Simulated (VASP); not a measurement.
# SiC: NMR shieldings and orbital susceptibility

SiC, P6_3mc (no. 186), 4 atoms in the cell. PBE, GIPAW shieldings; PAW potentials Si, C (PBE set).

## Input

INCAR:
```
SYSTEM = SiC
GGA      = PE             ! functional
PREC     = Accurate       ! precision mode
ENCUT    = 650            ! plane-wave cutoff, eV
EDIFF    = 1E-8           ! SCF threshold, eV
LREAL    = .FALSE.        ! projectors in reciprocal space
LASPH    = .TRUE.         ! aspherical terms in the spheres
ALGO     = Normal         ! electronic algorithm
NELM     = 120            ! most SCF steps
LWAVE    = .FALSE.        ! write WAVECAR
LCHARG   = .FALSE.        ! write CHGCAR
LCHIMAG  = .TRUE.       
LNMR_SYM_RED= .TRUE.       
NLSPLINE = .TRUE.       
ISMEAR   = 0              ! smearing method
SIGMA    = 0.01           ! smearing width, eV
KPAR     = 4             
```

KPOINTS:
```
k-points
0
Gamma
  8 8 5
```

POSCAR:
```
SiC
1.0
    3.0760000000      0.0000000000      0.0000000000
   -1.5380000000      2.6638941420      0.0000000000
    0.0000000000      0.0000000000      5.0480000000
Si C
2 2
Direct
    0.6666666667      0.3333333333      0.5000000000
    0.3333333333      0.6666666667      0.0000000000
    0.6666666667      0.3333333333      0.8850000000
    0.3333333333      0.6666666667      0.3850000000
```

Commands:
```
cat potpaw_PBE.64/Si/POTCAR potpaw_PBE.64/C/POTCAR > POTCAR
mpirun -np 4 vasp_std > vasp.out
```

## Result

- Orbital susceptibility (1e-6 cm³ per mole of cells): -38.1

Absolute shieldings:

| Atoms | Isotropic (ppm) | Span (ppm) |
|---|---|---|
| Si1, Si2 | 367.2 | 13.6 |
| C1, C2 | 159.0 | 17.8 |

Two forms of the response, pGv and vGv, give -38.1 and -32.7 x 10^-6 cm³/mol for the orbital susceptibility of the cell.

The shieldings include the G = 0 term, which follows from the susceptibility (pGv form unless LVGVAPPL = T).

Limits: The pGv and vGv forms of the susceptibility differ by more than 5 %, and the shieldings take over part of that uncertainty through the G = 0 term.

VASP 6.6.1 took 113 s on 4 cores (Intel Xeon 6975P-C (Granite Rapids)), a shared host.
